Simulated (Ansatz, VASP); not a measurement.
One calculation of CoSn, two programs

```
CELL_PARAMETERS angstrom
5.24604 0.00000 0.00000
-2.62302 4.54320 0.00000
0.00000 0.00000 4.18759
ATOMIC_POSITIONS crystal
Co 0.00000 0.50000 0.00000
Co 0.50000 0.50000 0.00000
Co 0.50000 0.00000 0.00000
Sn 0.66667 0.33333 0.50000
Sn 0.33333 0.66667 0.50000
Sn 0.00000 0.00000 0.00000
```

The cell is a database's computed one.

Alike in both runs: task single point; functional PBE; k mesh 6 × 6 × 4; occupations gaussian, width 0.1 eV; no spin polarisation.

|  | VASP | Ansatz |
| --- | --- | --- |
| version | VASP 6.6.1 | Ansatz 0.2.0 |
| potentials or method | VASP PAW PBE potentials, release 64 (Co, Sn_d) | scalar-relativistic, plane waves, PAW |
| plane-wave cutoff (eV) | 520 | 420 |
| valence electrons in the cell | 69 | 93 |

Ansatz gave:

* gap on the k mesh at the Fermi level (eV): none
* pressure (GPa): 4.1
* largest component of the traceless stress (GPa): 0.28

Which values does VASP return?

gap on the k mesh at the Fermi level (eV): none; pressure (GPa): 4.0; largest component of the traceless stress (GPa): 0.35.

A gap of «none» marks a metal or a gap that the smearing closes. The two sets of potentials don't hold the same shells in valence. Ansatz warned: «structure_snapped_to_symmetry».

Caveats: the k mesh is coarse (spacing up to 0.38 Å⁻¹), so the values aren't converged. Spin polarisation is off, so any magnetic state and its effect on volume and gap are missing.
